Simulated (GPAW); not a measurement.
The system is SiO2.

```
CELL_PARAMETERS angstrom
5.06052 0.00000 0.00000
-2.53026 4.38254 0.00000
0.00000 0.00000 5.54135
ATOMIC_POSITIONS crystal
Si 0.50000 0.00000 0.00000
Si 0.50000 0.50000 0.66667
Si 0.00000 0.50000 0.33333
O 0.20861 0.79139 0.16667
O 0.20861 0.41721 0.50000
O 0.41721 0.20861 0.83333
O 0.79139 0.20861 0.16667
O 0.79139 0.58279 0.50000
O 0.58279 0.79139 0.83333
```

The cell comes from a database or a generator and needn't be the stable form of this composition.

* Program: GPAW 26.7.0
* Task: relaxation of cell and atoms
* Functional: PBEsol
* Dispersion: D4
* Potentials or basis: PAW data sets generated in the run's folder for this functional
* Cutoff: 800 eV
* Basis: pw
* k mesh: 4 × 4 × 3
* Occupations: fermi-dirac, width 0.05 eV
* Spin: no spin polarisation

At the start: pressure 5.4 GPa; volume 13.66 Å³/atom.

**Question.** How do energy, volume and symmetry change on relaxing?

**Answer.** Over 5 steps the energy falls by 7.5 meV/atom and the volume is 13.98 Å³/atom (+2.4 %); space group P6_422 (No. 181, to 0.05 Å).

Step by step:
```tsv
step	energy change (eV)	largest force (eV/Å)	pressure (GPa)	volume (Å³)
1	0.0000	0.3507	5.36	122.90
2	-0.0180	0.2819	4.61	123.16
3	-0.0597	0.0557	1.02	124.55
4	-0.0603	0.0563	0.94	124.62
5	-0.0671	0.0145	-0.09	125.86
```

Final structure:
```yaml
crystal:
  lattice:
    - [5.09981, -0.00001, 0.00000]
    - [-2.54992, 4.41657, 0.00000]
    - [0.00000, 0.00000, 5.58779]
  atoms:
    - { symbol: Si, position: [0.50000, 0.00000, 0.00000] }
    - { symbol: Si, position: [0.50000, 0.50000, 0.66666] }
    - { symbol: Si, position: [0.00000, 0.50000, 0.33333] }
    - { symbol: O, position: [0.20668, 0.79334, 0.16666] }
    - { symbol: O, position: [0.20666, 0.41332, 0.50000] }
    - { symbol: O, position: [0.41334, 0.20666, 0.83334] }
    - { symbol: O, position: [0.79332, 0.20666, 0.16666] }
    - { symbol: O, position: [0.79334, 0.58668, 0.50000] }
    - { symbol: O, position: [0.58666, 0.79334, 0.83334] }
```

Caveat: the k mesh is coarse; later steps reuse the first step's grids.
